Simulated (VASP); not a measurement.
Set up this calculation in VASP 6.6.1, as the native input.

* Task: relaxation of cell and atoms
* Functional: PBE
* Potentials or basis: VASP PAW PBE potentials, release 64 (Cu, O)
* Cutoff: 600 eV
* k mesh: 6 × 6 × 6
* Occupations: gaussian, width 0.03 eV
* Spin: no spin polarisation
* Further INCAR settings: ALGO = Normal; EDIFF = 1e-06; IBRION = 2; EDIFFG = -0.01; NSW = 90; ISIF = 3

The structure of Cu2O (Cuprite) lies in POSCAR:

```
Cu2O
1.0
    4.2600000000      0.0000000000      0.0000000000
    0.0000000000      4.2600000000      0.0000000000
    0.0000000000      0.0000000000      4.2600000000
Cu O
4 2
Direct
    0.2500000000      0.2500000000      0.2500000000
    0.2500000000      0.7500000000      0.7500000000
    0.7500000000      0.7500000000      0.2500000000
    0.7500000000      0.2500000000      0.7500000000
    0.0000000000      0.0000000000      0.0000000000
    0.5000000000      0.5000000000      0.5000000000
```

One way to write it, as run:

INCAR

```
SYSTEM = Cu2O
PREC = Accurate
ENCUT = 600
EDIFF = 1E-6
ISMEAR = 0
SIGMA = 0.03
LREAL = .FALSE.
LASPH = .TRUE.
NELM = 80
ALGO = Normal
ISIF = 3
LWAVE = .FALSE.
LCHARG = .FALSE.
GGA = PE
IBRION = 2
NSW = 90
EDIFFG = -0.01
KPAR = 2
```

KPOINTS

```
Automatic mesh
0
G
  6 6 6
  0 0 0
```

Potentials or basis: VASP PAW PBE potentials, release 64 (Cu, O).

Launch:

```console
$ cat potpaw_PBE.64/Cu/POTCAR potpaw_PBE.64/O/POTCAR > POTCAR
$ mpirun -np 2 vasp_std > vasp.out
```

It gave:

The relaxed volume is 13.32 Å³/atom. The relaxed cell is a = 4.307 Å, b = 4.307 Å, c = 4.307 Å, α = 90.00°, β = 90.00°, γ = 90.00°. The space group after relaxing (to 0.05 Å) is Pn-3m (No. 224) and the energy gained by relaxing is 5.2 meV/atom. The ionic steps are 3 and the pressure after relaxing is 0.1 GPa. The band gap on the k mesh is 0.47 eV, direct.

Wall time 36 s on 2 MPI ranks on Intel(R) Xeon(R) 6975P-C (Granite Rapids), with other jobs on the host, peak memory 0.23 GiB a rank.
